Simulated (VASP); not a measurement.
**W2Se: single point with r2SCAN**

Crystal: W2Se.

```
W Se
1.0
     0.00000    3.46044    3.46044
     3.46044    0.00000    3.46044
     3.46044    3.46044    0.00000
W Se
2 1
Direct
  0.25000 0.25000 0.25000
  0.75000 0.75000 0.75000
  0.00000 0.00000 0.00000
```

The cell was built by a generator and needn't be a form met in nature.

- Program: VASP 6.6.1
- Task: single point
- Functional: r2SCAN
- Potentials or basis: VASP PAW PBE potentials, release 64 (W_sv, Se)
- Cutoff: 520 eV
- k mesh: 5 × 5 × 5
- Occupations: fermi-dirac, width 0.0338 eV
- Spin: no spin polarisation
- Dipole correction: no
- Further INCAR settings: ALGO = Normal; EDIFF = 1e-06; NBANDS = 24

* Pressure: -31.4 GPa
* Band gap on the k mesh: none (metal or under the smearing width)

Levels at points of the mesh, in eV from the Fermi level:
| k point | band 13 | band 14 | band 15 | band 16 | band 17 | band 18 | band 19 | band 20 | band 21 | band 22 |
| --- | --- | --- | --- | --- | --- | --- | --- | --- | --- | --- |
| (0.00, 0.00, 0.00) | -3.01 | -2.31 | -2.31 | 0.98 | 0.98 | 0.98 | 1.79 | 1.79 | 1.79 | 1.95 |

Run time: 86 s on 1 thread of Intel(R) Xeon(R) Platinum 8559C (Emerald Rapids), with other jobs on the host, peak memory 0.21 GiB.

Caveat: a pressure of tens of GPa on the cell as given is suspect, and the run, the potentials or the cell itself is likely at fault; the PAW data sets were made with another functional, which shifts forces and pressure a little. The run has no spin-orbit coupling, so splittings on W are missing.
